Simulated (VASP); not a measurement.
CdSe:

```xyz
4
Lattice="4.3107 0.0000 0.0000 -2.1553 3.7332 0.0000 0.0000 0.0000 7.0319" Properties=species:S:1:pos:R:3 pbc="T T T"
Cd    2.1554    1.2444    3.5157
Cd    0.0000    2.4888    7.0316
Se    2.1554    1.2444    6.1592
Se    0.0000    2.4888    2.6433
```

The cell is a database's computed one.

Base run:

```yaml
Program: VASP 6.6.1
Functional: TB-mBJ
Potentials_or_basis: VASP PAW PBE potentials, release 64 (Cd, Se)
Cutoff: 520 eV
k_mesh: 9 × 9 × 6
Occupations: gaussian, width 0.02 eV
Spin: no spin polarisation
```

Its results: band gap on the k mesh 2.00 eV, direct.

Task: The run is repeated on the same cell with these changes: functional from TB-mBJ to PBEsol; further incar settings from ALGO = Normal; EDIFF = 1e-06 to ALGO = Fast; EDIFF = 1e-06. What comes out?

Result: Band gap on the k mesh 0.53 eV, direct.
